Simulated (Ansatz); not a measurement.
## Sc under strain

Level of theory: Ansatz 0.2.0, DFT PBE, scalar-relativistic, plane waves, PAW. Run with 420 eV cutoff, 14×14×10 k-mesh, Gaussian smearing of 0.10 eV, no spin polarisation.

Starting point, cell and atoms relaxed:

```xyz
2
Lattice="3.2676 0.0000 0.0000 0.0000 3.2676 0.0000 0.0000 0.0000 4.6171" Properties=species:S:1:pos:R:3 pbc="T T T"
Sc    0.0000    0.0000    0.0000
Sc    1.6338    1.6338    2.3086
```

Deformation: shear that moves c along a by the strain times its height over the a-b plane, the cell held and the atoms relaxed, all within the symmetry that the strain leaves. Energies are extrapolated to zero smearing.

| strain (%) | ΔE (meV/atom) | a (Å) | b (Å) | c (Å) |
| --- | --- | --- | --- | --- |
| -3.0 | 2.2 | 3.268 | 3.268 | 4.619 |
| -2.0 | 1.0 | 3.268 | 3.268 | 4.618 |
| -1.0 | 0.2 | 3.268 | 3.268 | 4.617 |
| +0.0 | 0.0 | 3.268 | 3.268 | 4.617 |
| +1.0 | 0.2 | 3.268 | 3.268 | 4.617 |
| +2.0 | 1.0 | 3.268 | 3.268 | 4.618 |
| +3.0 | 2.2 | 3.268 | 3.268 | 4.619 |

Problem. What stiffness (1/V) d²E/dε² at zero strain does a cubic fit over all points give?

Solution. A cubic fit gives (1/V) d²E/dε² = 31 GPa at zero strain (the shear constant for this plane and direction).

This fcc form isn't the element's structure at ambient conditions.